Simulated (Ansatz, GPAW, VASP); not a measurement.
## ZnS: programs and potentials compared

```
Zn S
1.0
     0.00000    2.70200    2.70200
     2.70200    0.00000    2.70200
     2.70200    2.70200    0.00000
Zn S
1 1
Direct
  0.75000 0.75000 0.75000
  0.00000 0.00000 0.00000
```

Alike in all runs: task single point; functional PBEsol; k mesh 9 × 9 × 9; occupations gaussian, width 0.1 eV; no spin polarisation; no spin-orbit coupling. Pressure is positive in compression and, in plane waves, holds the error of the finite cutoff.

```tsv
program and potentials	plane-wave cutoff (eV)	notes	pressure (GPa)
GPAW, PAW data sets generated for this functional	600	-	-1.99
VASP, PBE PAW files S, Zn, 520 eV	520	potentials made for PBE	-1.79
Ansatz, all-electron LAPW, scalar-relativistic	-	-	?
```

Problem. Estimate from the other rows what the run with Ansatz, all-electron LAPW, scalar-relativistic gave.

Solution. Pressure -1.97 GPa. The other rows, which needn't bracket it: pressure -1.99 to -1.79.
